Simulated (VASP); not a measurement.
# NaI: single point with r2SCAN

The system is NaI.

```
CELL_PARAMETERS angstrom
0.00000 3.23640 3.23640
3.23640 0.00000 3.23640
3.23640 3.23640 0.00000
ATOMIC_POSITIONS crystal
Na 0.00000 0.00000 0.00000
I 0.48455 0.48455 0.51545
```

The cell isn't the ideal one: all I atoms moved -0.100 Å, as atom 2 along Cartesian [0 0 1].

- Program: VASP 6.6.1
- Task: single point
- Functional: r2SCAN
- Potentials or basis: VASP PAW PBE potentials, release 64 (Na_pv, I)
- Cutoff: 520 eV
- k mesh: 6 × 6 × 6
- Occupations: gaussian, width 0.05 eV
- Spin: no spin polarisation
- Dipole correction: no
- Further INCAR settings: ALGO = Normal; EDIFF = 1e-06; NBANDS = 14

```yaml
Pressure: -0.1 GPa
Largest_force: 0.097 eV/Å
Band_gap_on_the_k_mesh: 4.44 eV, direct
```

Forces on the atoms (eV/Å):
```
Na   0.000  0.000 -0.097
I    0.000  0.000  0.097
```

Stress tensor (GPa, compression positive):
```
-0.19  0.00  0.00
 0.00 -0.19  0.00
 0.00  0.00  0.01
```

Levels at points of the mesh, in eV from the valence-band top:
| k point | band 3 | band 4 | band 5 | band 6 | band 7 | band 8 | band 9 | band 10 | band 11 | band 12 |
| --- | --- | --- | --- | --- | --- | --- | --- | --- | --- | --- |
| (0.00, 0.00, 0.00) | -23.25 | -11.35 | 0.00 | 0.00 | 0.00 | 4.44 | 8.48 | 8.48 | 8.48 | 10.33 |
| (0.50, 0.00, 0.00) | -23.25 | -11.01 | -2.18 | -0.30 | -0.30 | 5.69 | 8.07 | 8.07 | 9.77 | 11.06 |
| (0.50, 0.50, 0.00) | -23.25 | -10.93 | -1.94 | -0.76 | -0.76 | 5.23 | 6.02 | 10.72 | 12.18 | 12.30 |
| (0.00, 0.50, 0.50) | -23.25 | -10.93 | -1.93 | -0.76 | -0.76 | 5.23 | 6.02 | 10.73 | 12.15 | 12.29 |

It took 62 s on 1 thread of Intel(R) Xeon(R) Platinum 8488C (Sapphire Rapids), with other jobs on the host, peak memory 0.22 GiB.

Caveat: the PAW data sets were made with another functional, which shifts forces and pressure a little; spin-orbit coupling is left out, which moves the levels of the heavy elements.
